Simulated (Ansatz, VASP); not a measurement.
**KCl in VASP and in Ansatz**

The input INCAR:

```
SYSTEM = KCl
PREC = Accurate
ENCUT = 520
EDIFF = 1E-6
ISMEAR = 0
SIGMA = 0.02
LREAL = .False.
LASPH = .True.
NELM = 60
ALGO = Normal
ISIF = 2
LWAVE = .False.
LCHARG = .True.
GGA = PE
LELF = .True.
LVHAR = .True.
NBANDS = 15
```

Contents of KPOINTS:

```
regular mesh
0
Gamma
  6 6 6
  0 0 0
```

Contents of POSCAR:

```
KCl
1.0
    0.0000000000      3.2207596645      3.2207596645
    3.2207596645      0.0000000000      3.2207596645
    3.2207596645      3.2207596645      0.0000000000
K Cl
1 1
Direct
    0.0000000000      0.0000000000      0.0000000000
    0.5000000000      0.5000000000      0.5000000000
```

Input for Ansatz:

```yaml
crystal:
  lattice:
    - [0.0, 3.2207596645, 3.2207596645]
    - [3.2207596645, 0.0, 3.2207596645]
    - [3.2207596645, 3.2207596645, 0.0]
  atoms:
    - { symbol: K, position: [0.0, 0.0, 0.0] }
    - { symbol: Cl, position: [0.5, 0.5, 0.5] }
basis:
  ecutwfc: 420
kpoints:
  mp_grid: { grid: [6, 6, 6] }
hamiltonian:
  xc: pbe
scf:
  occupations: { method: gaussian, width: 0.02 }
output:
  forces: true
  stress: true
  eigenvalues: true
```

Alike in both runs: task single point; functional PBE; k mesh 6 × 6 × 6; occupations gaussian, width 0.02 eV; no spin polarisation.

|  | VASP | Ansatz |
| --- | --- | --- |
| version | VASP 6.6.1 | Ansatz 0.2.0 |
| potentials or method | VASP PAW PBE potentials, release 64 (K_sv, Cl) | scalar-relativistic, plane waves, PAW |
| plane-wave cutoff (eV) | 520 | 420 |
| valence electrons in the cell | 16 | 16 |

|  | VASP | Ansatz | Ansatz less VASP |
| --- | --- | --- | --- |
| gap on the k mesh at the Fermi level (eV) | 4.95 | 4.96 | +0.002 |
| least direct gap on the mesh (eV) | 4.95 | 4.96 | +0.002 |
| pressure (GPa) | -0.4 | -0.4 | -0.01 |

With one functional, cell and mesh, what is left measures potentials, basis and numerics.
